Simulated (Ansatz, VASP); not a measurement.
Given: the input of a run of Ansatz 0.2.0 on Ag.

Contents of input.yaml:

```yaml
crystal:
  lattice:
    - [0.0, 2.04275, 2.04275]
    - [2.04275, 0.0, 2.04275]
    - [2.04275, 2.04275, 0.0]
  atoms:
    - { symbol: Ag, position: [0.0, 0.0, 0.0] }
kpoints:
  mp_grid: { grid: [11, 11, 11] }
scf:
  occupations: { method: gaussian, width: 0.027 }
hamiltonian:
  xc: pbe
  pseudopotentials: { kind: all_electron, lapw: { basis_error: 0.001 } }
output:
  forces: true
  stress: true
  eigenvalues: true
```

Potentials or basis: all-electron LAPW, scalar-relativistic.

Command:

```console
$ ansatz run input.yaml --threads 1 --pin off --max-ram 3072MiB --backend cpu --events-out ev --progress --plain --runs-dir out
```

Problem. Translate it to VASP 6.6.1. Potentials there: VASP PAW PBE potentials, release 64 (Ag).

Solution. As run (the cutoff follows the program's own potentials):

The input INCAR:

```
PREC = Accurate
ENCUT = 520
EDIFF = 1E-6
ISMEAR = 0
SIGMA = 0.027000000000000003
LREAL = F
LASPH = T
NELM = 60
ALGO = Normal
ISIF = 2
LWAVE = F
LCHARG = F
GGA = PE
NBANDS = 12
```

The input KPOINTS:

```
Automatic mesh
0
Gamma
  11 11 11
```

File POSCAR:

```
Ag
1.0
    0.0000000000      2.0427500000      2.0427500000
    2.0427500000      0.0000000000      2.0427500000
    2.0427500000      2.0427500000      0.0000000000
Ag
1
Direct
    0.0000000000      0.0000000000      0.0000000000
```

Potentials or basis: VASP PAW PBE potentials, release 64 (Ag).

Command:

```bash
$ cat potpaw_PBE.64/Ag/POTCAR > POTCAR
$ mpirun -np 1 vasp_std > vasp.out
```

Both were run:

|  | VASP | Ansatz | Ansatz less VASP |
| --- | --- | --- | --- |
| gap on the k mesh at the Fermi level (eV) | none | none | - |
| pressure (GPa) | 4.1 | 4.3 | +0.16 |

A gap of «none» marks a metal or a gap that the smearing closes. Ansatz ran all-electron here, so the differences hold the error of VASP's frozen core and of both bases.
